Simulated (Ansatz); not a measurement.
Here is an Ansatz 0.2.0 calculation.

Contents of input.yaml:

```yaml
crystal:
  lattice:
    - [5.556395, 0.0, 0.0]
    - [0.0, 3.333597, 0.0]
    - [0.0, 0.0, 6.504995]
  atoms:
    - { symbol: Hf, position: [0.748682, 0.75, 0.607871] }
    - { symbol: Hf, position: [0.251318, 0.25, 0.392129] }
    - { symbol: Hf, position: [0.248682, 0.75, 0.892129] }
    - { symbol: Hf, position: [0.751318, 0.25, 0.107871] }
    - { symbol: O, position: [0.639499, 0.25, 0.4234] }
    - { symbol: O, position: [0.360501, 0.75, 0.5766] }
    - { symbol: O, position: [0.139499, 0.25, 0.0766] }
    - { symbol: O, position: [0.860501, 0.75, 0.9234] }
    - { symbol: O, position: [0.520794, 0.25, 0.841453] }
    - { symbol: O, position: [0.479206, 0.75, 0.158547] }
    - { symbol: O, position: [0.020794, 0.25, 0.658547] }
    - { symbol: O, position: [0.979206, 0.75, 0.341453] }
hamiltonian:
  xc: pbe
  pseudopotentials: { kind: paw }
kpoints:
  mp_grid: { grid: [4, 6, 3] }
scf:
  occupations: { method: fermi_dirac, width: 0.05 }
output:
  forces: true
  stress: true
  eigenvalues: true
relax:
  f_tol: 0.01
  max_steps: 40
  cell: { stress_tol: 0.05, p_target: 2.0 }
```

Potentials or basis: Ansatz PAW.

Launch:

```sh
$ ansatz run input.yaml --threads 4 --pin off --max-ram 11264MiB --backend cpu --events-out ev --progress --plain --runs-dir out
```

**Question.** Predict the relaxed cell.

**Answer.** a = 5.566 Å, b = 3.336 Å, c = 6.513 Å, α = 90.00°, β = 90.00°, γ = 90.00°.

**Question.** Predict the band gap on the k mesh.

**Answer.** 3.43 eV, direct.

**Question.** What does it give for the relaxed volume?

**Answer.** 10.08 Å³/atom.

Final structure:
```yaml
crystal:
  lattice:
    - [5.56609, 0.00000, 0.00000]
    - [0.00000, 3.33558, 0.00000]
    - [0.00000, 0.00000, 6.51276]
  atoms:
    - { symbol: Hf, position: [0.74845, 0.75000, 0.60860] }
    - { symbol: Hf, position: [0.25155, 0.25000, 0.39140] }
    - { symbol: Hf, position: [0.24845, 0.75000, 0.89140] }
    - { symbol: Hf, position: [0.75155, 0.25000, 0.10860] }
    - { symbol: O, position: [0.63970, 0.25000, 0.42377] }
    - { symbol: O, position: [0.36030, 0.75000, 0.57623] }
    - { symbol: O, position: [0.13970, 0.25000, 0.07623] }
    - { symbol: O, position: [0.86030, 0.75000, 0.92377] }
    - { symbol: O, position: [0.52149, 0.25000, 0.84089] }
    - { symbol: O, position: [0.47851, 0.75000, 0.15911] }
    - { symbol: O, position: [0.02149, 0.25000, 0.65911] }
    - { symbol: O, position: [0.97851, 0.75000, 0.34089] }
```

Caveat: odd divisions of the mesh miss points on the zone boundary, where band edges often lie, so the gap on the mesh can be too wide; the plane-wave basis is chosen anew once the cell has moved, so the energies of steps on either side of that aren't comparable; the pressure holds a Pulay correction of +0.9 GPa for the finite cutoff; spin-orbit coupling is left out, which moves the levels of the heavy elements. Expect the measured gap to be larger: semilocal functionals such as PBE lack the derivative discontinuity.
